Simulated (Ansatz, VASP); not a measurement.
**Cross-check of HfSiO4 (Hafnon) between VASP and Ansatz**

Aim: how closely do two programs agree when they are given the same cell, functional and k mesh?

Method: plane waves, with VASP 6.6.1 beside it; single point at PBE, in Ansatz 0.2.0.

### 1. The structure

It takes space group I4_1/amd (No. 141, tetragonal). Conventional cell: a = 6.572 Å, b = 6.572 Å, c = 5.963 Å, α = 90.00°, β = 90.00°, γ = 90.00°. Nearest to Hf lie 8 O at 2.11 to 2.26 Å. Si has 4 O at 1.62 Å nearest. O has 1 Si at 1.62 Å and 2 Hf at 2.11 to 2.26 Å nearest. Farther neighbours and most contacts between anions are not listed.

### 2. Ansatz: single point, PBE

Ansatz runs on its default PAW (the set named soft_2) files.

With cell and atoms fixed, the geometry can't cause a difference; cores, projectors, grids and the points listed under the comparison can.

Input file input.yaml:

```yaml
crystal:
  lattice:
    - [-3.28625, 3.28625, 2.9816]
    - [3.28625, -3.28625, 2.9816]
    - [3.28625, 3.28625, -2.9816]
  atoms:
    - { symbol: Hf, position: [0.0, 0.0, 0.0] }
    - { symbol: Hf, position: [0.75, 0.25, 0.5] }
    - { symbol: Si, position: [0.5, 0.5, 0.0] }
    - { symbol: Si, position: [0.25, 0.75, 0.5] }
    - { symbol: O, position: [0.6802, 0.4957, 0.8155] }
    - { symbol: O, position: [0.2457, 0.9302, 0.3155] }
    - { symbol: O, position: [0.6802, 0.8647, 0.1845] }
    - { symbol: O, position: [0.6147, 0.9302, 0.6845] }
    - { symbol: O, position: [0.0698, 0.3853, 0.3155] }
    - { symbol: O, position: [0.5043, 0.3198, 0.1845] }
    - { symbol: O, position: [0.0698, 0.7543, 0.6845] }
    - { symbol: O, position: [0.1353, 0.3198, 0.8155] }
hamiltonian:
  xc: pbe
  pseudopotentials: { kind: paw }
kpoints:
  mp_grid: { grid: [6, 6, 6] }
scf:
  occupations: { method: fermi_dirac, width: 0.05 }
  n_extra_bands: 7
output:
  forces: true
  stress: true
  eigenvalues: true
```

Command:

```
$ ansatz run input.yaml --threads 4 --pin off --max-ram 9216MiB --backend cpu --events-out ev --progress --plain --runs-dir out
```

Numbers of over 12 decimals in the logs are rounded to 6 here.

What it wrote:

```text
scf.n_extra_bands = 7 over 54 filled bands (N_el = 108.0): the run solves 61 bands
Engine: ansatz 0.2.0, aarch64-unknown-linux-gnu
Pseudopotentials: kind: paw
Pseudopotential: Hf, paw, valence charge 26, recommended cutoff 420 eV (normal), Hf.paw.azcp
Pseudopotential: Si, paw, valence charge 4, recommended cutoff 420 eV (normal), Si.paw.azcp
Pseudopotential: O, paw, valence charge 6, recommended cutoff 420 eV (normal), O.paw.azcp
Functional definition: PBE
  parameter kappa = 0.804
  parameter beta = 0.066725
  exchange = pbe_x(kappa = kappa, mu = beta*pi^2/3)
  correlation = pbe_c(beta = beta)
Crystal: 12 atoms, lattice volume = 128.798 Å³
Basis set: ecut = 420 eV, 2513 PW (Γ), exchange–correlation on 80×80×80 points (8 copies of the dense FFT grid, shifted against one another)
Bands: 61, of which v1, the nominal top of the filled ones, is band 54 counted from 1 (53 counted from 0)
Symmetry: 16 space group operations
Space group: I41/amd (ITA 141), of the structure as read, at distance tolerance 5.1e-5 Å
k-points: 30 of 216
Non-local potential: Hf, projectors of the file, l = 0: 3, l = 1: 2, l = 2: 2, l = 3: 3
Non-local potential: Si, projectors of the file, l = 0: 2, l = 1: 2, l = 2: 2
Non-local potential: O, projectors of the file, l = 0: 2, l = 1: 2, l = 2: 1
PAW form: soft (Blöchl's): semilocal exchange-correlation on the pseudo side does not see the compensation charge
PAW one-centre angular grid: Hf, 590 points (default); XC on 64 Gauss nodes
PAW one-centre angular grid: Si, 110 points (default); XC on 64 Gauss nodes
PAW one-centre angular grid: O, 110 points (default); XC on 64 Gauss nodes
Initial density: superposition of atomic densities (neutral atoms: chi_scale 0, normalization atom), corrected by the library's trained network
Initial wavefunctions: pseudopotential atomic-orbital guess
Functional: x = pbe(κ = 0.804, μ = 0.219515), c = pbe(β = 0.066725)
SCF iter   1: F=—  HF=-37271.653572 eV  |F-HF|=—  |Δ(HF+E_count)|=         —  Δρ=1.99e-3  dr2=3.48e-3  ethr=1.77e-3  ⟨swp⟩=6.6  Hψ=7431  notcnv=0
preconditioner: auto → Resta (q_TF=auto, 2.649 Å⁻¹)  ε∞=5.0  [insulator: Δε(μ)=5.440 eV  Ē_g=16.770 eV  σ=0.050 eV  W_gap=1.00  n_scr=42 (ndim 8)  ℏωp=33.4 eV  f_vac=0.044  D(μ)=0.00/eV (n_scr^D=0)  ε∞_Penn≈5.0]
SCF iter   2: F=—  HF=-37271.654409 eV  |F-HF|=—  |Δ(HF+E_count)|=   8.38e-4  Δρ=1.13e-3  dr2=8.75e-4  ethr=3.22e-6  ⟨swp⟩=2.0  Hψ=3730  notcnv=0
SCF iter   3: F=—  HF=-37271.655163 eV  |F-HF|=—  |Δ(HF+E_count)|=   7.54e-4  Δρ=3.03e-4  dr2=1.42e-4  ethr=8.11e-7  ⟨swp⟩=2.0  Hψ=3231  notcnv=0
SCF iter   4: F=—  HF=-37271.655174 eV  |F-HF|=—  |Δ(HF+E_count)|=   1.09e-5  Δρ=1.22e-4  dr2=2.53e-5  ethr=1.32e-7  ⟨swp⟩=2.0  Hψ=3403  notcnv=0
SCF iter   5: F=—  HF=-37271.655184 eV  |F-HF|=—  |Δ(HF+E_count)|=   9.79e-6  Δρ=5.40e-5  dr2=6.27e-6  ethr=2.34e-8  ⟨swp⟩=2.3  Hψ=3089  notcnv=0
SCF iter   6: F=—  HF=-37271.655184 eV  |F-HF|=—  |Δ(HF+E_count)|=   3.84e-9  Δρ=3.44e-5  dr2=1.34e-6  ethr=5.80e-9  ⟨swp⟩=2.0  Hψ=3394  notcnv=0
SCF iter   7: F=—  HF=-37271.655184 eV  |F-HF|=—  |Δ(HF+E_count)|=   1.99e-8  Δρ=1.20e-5  dr2=1.42e-7  ethr=1.24e-9  ⟨swp⟩=2.0  Hψ=3160  notcnv=0
SCF iter   8: F=-37271.655184 eV  HF=-37271.655184 eV  |F-HF|=3.00e-9  |Δ(HF+E_count)|=   5.95e-8  Δρ=1.90e-6  dr2=4.62e-9  ethr=9.26e-11  ⟨swp⟩=8.7  Hψ=7261  notcnv=0
SCF 1 converged in 8 iterations: F = -37271.655184 eV  dr2 = 4.62e-9
  greatest PAW one-centre occupation: 0.999 electrons in one spin orbital (limit 2), on the Hf atom at site 1 (counted from 0), in its partial waves of l = 0
SCF converged after 8 iterations
Free energy (F): -37271.655184 eV
Harris-Foulkes:  -37271.655184 eV  (|F-HF|=3.00e-9)
Internal energy: -37271.655184 eV  (E = F + TS)
E sigma→0 (E₀):  -37271.655184 eV
Fermi energy:    12.773178 eV
--- Per-component energies (eV) ---
  E_band       = -205.022692
  E_kinetic    = 2351.630687
  E_local      = -15936.179592  (includes V_loc(G=0)·N_el)
  E_nonlocal   = -2052.160004
  E_hartree    = 7130.604735
  E_xc         = -1305.817214
  E_vxc        = -1386.179780  (∫ρ·V_xc dr)
  E_paw        = -16148.342177  (= ΣΔE_a)
  E_vpaw       = 2556.642251  (= ΣTr[D̂ρ^β])
  E_aug_tail   = 0.020032  (compensation charges beyond the density's cutoff)
  E_ewald      = -11311.411650
  E_smearing   = -0.000000  (= −TS)
  E_closure    = 0.000000  (closes the sum)
  Σ components = -37271.655184   (vs F -37271.655184, Δ=0.00e0)
--- Forces (eV/Å), atoms counted from 1 ---
  atom   1  Hf    -0.00000000     0.00000000    -0.00000000
  atom   2  Hf     0.00000000    -0.00000000     0.00000000
  atom   3  Si     0.00000000     0.00000000     0.00000000
  atom   4  Si    -0.00000000    -0.00000000    -0.00000000
  atom   5  O     -0.27295680     0.00000000     0.19502278
  atom   6  O      0.00000000    -0.27295680     0.19502278
  atom   7  O      0.27295680     0.00000000     0.19502278
  atom   8  O      0.00000000     0.27295680     0.19502278
  atom   9  O     -0.27295680    -0.00000000    -0.19502278
  atom  10  O     -0.00000000     0.27295680    -0.19502278
  atom  11  O      0.27295680    -0.00000000    -0.19502278
  atom  12  O     -0.00000000    -0.27295680    -0.19502278
  max |Σ_I F_I| component: 1.39e-16 eV/Å
--- Stress (GPa, compression-positive) ---
        7.233649       0.000000       0.000000
        0.000000       7.233649      -0.000000
        0.000000      -0.000000       8.023645
  P = ⅓ Tr σ = 7.4970 GPa (74.970 kbar)
--- Band table (eV; the first three rows and the last of 30) ---
  k-point 0: bands = [... 50 lower, 9.5203, 9.5203, 9.5375, 10.0833, 15.9281, 16.1983, 16.3382, 16.3812, ... 3 higher]
  k-point 1: bands = [... 50 lower, 9.3094, 9.4010, 9.5522, 9.9675, 15.8253, 15.9671, 16.2948, 16.3591, ... 3 higher]
  k-point 2: bands = [... 50 lower, 9.2272, 9.3244, 9.4907, 9.6965, 15.6504, 15.6525, 16.3629, 16.4185, ... 3 higher]
  k-point 29: bands = [... 50 lower, 8.9999, 8.9999, 9.2218, 9.2218, 16.3890, 16.3890, 16.7753, 16.7753, ... 3 higher]
```

Wall time 3.3 s (4 threads of Arm Neoverse V2, shared host); peak memory 0.61 GiB.

The run ends at a pressure of 7.50 GPa, with forces up to 0.34 eV/Å.

### 3. VASP: single point, PBE

The same cell, functional, mesh and smearing now go to VASP, with its own data sets and cutoff.

Lines of VASP's logs that name or quote its potential files are left out, and so is its time.

Input file INCAR:

```
SYSTEM = HfSiO4
PREC = Accurate
ENCUT = 520
EDIFF = 1E-06
NELM = 100
ISMEAR = -1
SIGMA = 0.05
LREAL = .FALSE.
ALGO = Normal
GGA = PE
NBANDS = 50
LORBIT = 11
LWAVE = .FALSE.
LCHARG = .TRUE.
ISIF = 2
LELF = .TRUE.
LVHAR = .TRUE.
```

Input file POSCAR:

```
HfSiO4
1.0
   -3.2862500000      3.2862500000      2.9816000000
    3.2862500000     -3.2862500000      2.9816000000
    3.2862500000      3.2862500000     -2.9816000000
Hf Si O
2 2 8
Direct
    0.0000000000      0.0000000000      0.0000000000
    0.7500000000      0.2500000000      0.5000000000
    0.5000000000      0.5000000000      0.0000000000
    0.2500000000      0.7500000000      0.5000000000
    0.6802000000      0.4957000000      0.8155000000
    0.2457000000      0.9302000000      0.3155000000
    0.6802000000      0.8647000000      0.1845000000
    0.6147000000      0.9302000000      0.6845000000
    0.0698000000      0.3853000000      0.3155000000
    0.5043000000      0.3198000000      0.1845000000
    0.0698000000      0.7543000000      0.6845000000
    0.1353000000      0.3198000000      0.8155000000
```

Input file KPOINTS:

```
Automatic mesh
0
Gamma
6 6 6
0 0 0
```

The projector-augmented-wave data sets are Hf_pv, Si and O (PBE family, release 64).

Command:

```
$ mpirun -np 4 vasp_std
```

What it wrote:

```text
[banner, memory and clock lines left out]
running    4 mpi-ranks, on    1 nodes
 distrk:  each k-point on    4 cores,    1 groups
 distr:  one band on    1 cores,    4 groups

 POSCAR found type information on POSCAR HfSiO
 POSCAR found :  3 types and      12 ions
 LDA part: xc-table for (Slater+PW92), standard interpolation
|                                                                             |
|           W    W    AA    RRRRR   N    N  II  N    N   GGGG   !!!           |
|           W    W   A  A   R    R  NN   N  II  NN   N  G    G  !!!           |
|           W    W  A    A  R    R  N N  N  II  N N  N  G       !!!           |
|           W WW W  AAAAAA  RRRRR   N  N N  II  N  N N  G  GGG   !            |
|           WW  WW  A    A  R   R   N   NN  II  N   NN  G    G                |
|           W    W  A    A  R    R  N    N  II  N    N   GGGG   !!!           |
|                                                                             |
|     The number of bands has been changed from the values supplied in        |
|     The orbitals not found in the WAVECAR file will be initialized with     |
|     random numbers, which is usually adequate. For correlated               |
|     calculations, however, you should redo the groundstate calculation.     |
|     I found NBANDS = 50. Now, NBANDS = 52.                                  |
|                                                                             |

 POSCAR, INCAR and KPOINTS ok, starting setup
 FFT: planning ... GRIDC
 FFT: planning ... GRID_SOFT
 FFT: planning ... GRID
 WAVECAR not read
 entering main loop
       N       E                     dE             d eps       ncg     rms          rms(c)
DAV:   1     0.453379035245E+03    0.45338E+03   -0.42144E+04  3128   0.143E+03
DAV:   2    -0.964833030434E+02   -0.54986E+03   -0.53209E+03  3816   0.358E+02
DAV:   3    -0.125323749738E+03   -0.28840E+02   -0.28687E+02  3840   0.786E+01
DAV:   4    -0.125657181146E+03   -0.33343E+00   -0.33303E+00  4000   0.930E+00
DAV:   5    -0.125661384351E+03   -0.42032E-02   -0.42021E-02  3896   0.972E-01    0.719E+01
DAV:   6    -0.108598367073E+03    0.17063E+02   -0.62521E+01  3608   0.359E+01    0.581E+01
DAV:   7    -0.108618841386E+03   -0.20474E-01   -0.37017E+00  3940   0.816E+00    0.407E+01
DAV:   8    -0.108656406950E+03   -0.37566E-01   -0.72177E-01  3804   0.466E+00    0.128E+01
DAV:   9    -0.108593127326E+03    0.63280E-01   -0.28990E-01  3524   0.258E+00    0.281E+00
DAV:  10    -0.108593318645E+03   -0.19132E-03   -0.11371E-02  3916   0.574E-01    0.304E-01
DAV:  11    -0.108593278957E+03    0.39688E-04   -0.88315E-04  3648   0.147E-01    0.295E-01
DAV:  12    -0.108593391285E+03   -0.11233E-03   -0.15899E-04  3496   0.601E-02    0.974E-02
DAV:  13    -0.108593421734E+03   -0.30449E-04   -0.28882E-05  3628   0.283E-02    0.570E-02
DAV:  14    -0.108593421623E+03    0.11125E-06   -0.10521E-06  2628   0.555E-03
   1 F= -.10859342E+03 E0= -.10859342E+03  d E =-.258527E-10
```

[end of part 1 of 2]

[Lines on the potential files, build, host, timing and source positions are cut from VASP's logs without a mark.]

[Logs are printed without paths, hosts, clocks, repeated set-up lines and the standing remarks that a program may print on its own settings, such as how far it seeks lower states.]

[Hosts, paths, dates, database ids (printed as entryN), source tags and the programs' standing remarks are cut or masked in the printed files.]
